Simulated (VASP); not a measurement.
## From VASP inputs to Ansatz: InSb (strained zincblende)

INCAR

```
METAGGA = R2SCAN
NSW = 0
ALGO = Normal
ISIF = 2
PREC = Accurate
LWAVE = .FALSE.
SIGMA = 0.02
LASPH = .TRUE.
LREAL = .FALSE.
NBANDS = 16
EDIFF = 1E-7
NELM = 120
IBRION = -1
LCHARG = .FALSE.
ENCUT = 520
ISMEAR = -1
```

KPOINTS

```
KPOINTS created by Atomic Simulation Environment
0
Gamma
6 6 6
0 0 0
```

KPOINTS_OPT

```
special points
7
Reciprocal
0.0000000000 0.0000000000 0.0000000000 1
-0.5000000000 -0.5000000000 0.0000000000 1
-0.3750000000 -0.3750000000 0.2500000000 1
-0.3750000000 0.0000000000 0.3750000000 1
0.0000000000 0.0000000000 0.5000000000 1
-0.5000000000 -0.2500000000 0.2500000000 1
-0.0156250000 0.0000000000 -0.0156250000 1
```

POSCAR

```
In Sb
 1.0000000000000000
     0.0000000000000000    3.2795130174999998    3.1483324968000002
     3.2795130174999998    0.0000000000000000    3.1483324968000002
     3.2795130174999998    3.2795130174999998    0.0000000000000000
 In  Sb
   1   1
Cartesian
  0.0000000000000000  0.0000000000000000  0.0000000000000000
  1.6397565087499999  1.6397565087499999  1.5741662484000001
```

VASP ran with the recommended PBE PAW datasets (18 valence electrons in the cell).

Translate these files to an Ansatz input.



```yaml
crystal:
  lattice:
    - [0.0, 3.2795130175, 3.1483324968]
    - [3.2795130175, 0.0, 3.1483324968]
    - [3.2795130175, 3.2795130175, 0.0]
  atoms:
    - { symbol: In, position: [0.0, 0.0, 0.0] }
    - { symbol: Sb, position: [0.25, 0.25, 0.25] }
kpoints:
  mp_grid: { grid: [6, 6, 6] }
  band_path:
    path:
      - [0.0, 0.0, 0.0]
      - [-0.5, -0.5, 0.0]
      - [-0.375, -0.375, 0.25]
      - [-0.375, 0.0, 0.375]
      - [0.0, 0.0, 0.5]
      - [-0.5, -0.25, 0.25]
      - [-0.015625, 0.0, -0.015625]
    npoints: 1
hamiltonian:
  xc: r2scan
scf:
  occupations: { method: fermi_dirac, width: 0.02 }
  n_extra_bands: 4
output:
  forces: true
  stress: true
  eigenvalues: true
```

Other inputs would serve too.

```csv
,VASP,Ansatz
gap between bands v and c,0.12 eV,0.12 eV
least direct gap,0.12 eV,0.12 eV
pressure,1.9 GPa,1.8 GPa
```

The two codes use different PAW datasets and cutoffs. VASP's cell holds 18 valence electrons and Ansatz's 28. Ansatz's stress includes a Pulay correction; VASP's doesn't.
